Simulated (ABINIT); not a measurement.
MoS2:

```
Mo S
1.0
     3.22746    0.00000    0.00000
    -1.61373    2.79507    0.00000
     0.00000    0.00000    6.31247
Mo S
1 2
Direct
  0.00000 0.00000 0.50000
  0.66667 0.33333 0.74468
  0.33333 0.66667 0.25532
```

Measurements of this composition are mostly on another form, of space group No. 194.

Program: ABINIT 10.8.3 (patched build). Alike in all runs: no spin polarisation; cell as given; cutoff (eV) 544; smearing fermi-dirac 0.05 eV. Hardware: 1 thread of Arm Neoverse V1, on a shared host.

Task: Order these runs on this cell by their wall time, lowest first.
A. task single point; level LDA; potentials or basis JTH PAW LDA v2.0; k mesh 4 × 4 × 2; mesh quality coarse
B. task band structure; level BP86; potentials or basis JTH PAW PBE v2.0; k mesh 9 × 9 × 4; mesh quality not flagged
C. task single point; level PBEsol; potentials or basis JTH PAW PBE v2.0; k mesh 7 × 7 × 3; mesh quality not flagged

Result: A (8.4 s), C (33 s), B (110 s).

Caveats: some runs use coarse meshes.
